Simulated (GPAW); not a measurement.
The system is TaN.

```
Ta N
1.0
     2.92177    0.00000    0.00000
    -1.46088    2.53033    0.00000
     0.00000    0.00000    5.91652
Ta N
2 2
Cartesian
  0.0000 0.0000 2.9583
  0.0000 0.0000 0.0000
  0.0000 1.6869 1.4791
  1.4609 0.8434 4.4374
```

The cell comes from a database or a generator and needn't be the stable form of this composition.

- Program: GPAW 26.7.0
- Task: relaxation of cell and atoms
- Functional: RPBE
- Potentials or basis: the program's PAW data sets (release 1.2.1) made for this functional
- Cutoff: 800 eV
- Basis: pw
- k mesh: 7 × 7 × 4
- Occupations: fermi-dirac, width 0.05 eV
- Spin: no spin polarisation

At the start: pressure 4.1 GPa; volume 10.94 Å³/atom.

Problem. Where does the relaxation end?

Solution. Over 4 steps the energy falls by 2.6 meV/atom and the volume is 11.07 Å³/atom (+1.3 %); space group P6_3/mmc (No. 194, to 0.05 Å).

The path:
```
step  energy change (eV)  largest force (eV/Å)  pressure (GPa)  volume (Å³)
   1              0.0000                0.0000            4.15        43.74
   2             -0.0038                0.0000            3.11        43.87
   3             -0.0102                0.0000           -0.02        44.29
   4             -0.0102                0.0000           -0.07        44.30
```

Final structure:
```yaml
crystal:
  lattice:
    - [2.93084, 0.00000, 0.00000]
    - [-1.46542, 2.53819, 0.00000]
    - [0.00000, 0.00000, 5.95478]
  atoms:
    - { symbol: Ta, position: [0.00000, 0.00000, 0.50000] }
    - { symbol: Ta, position: [0.00000, 0.00000, 0.00000] }
    - { symbol: N, position: [0.33333, 0.66667, 0.25000] }
    - { symbol: N, position: [0.66667, 0.33333, 0.75000] }
```

Caveat: later steps reuse the first step's grids.
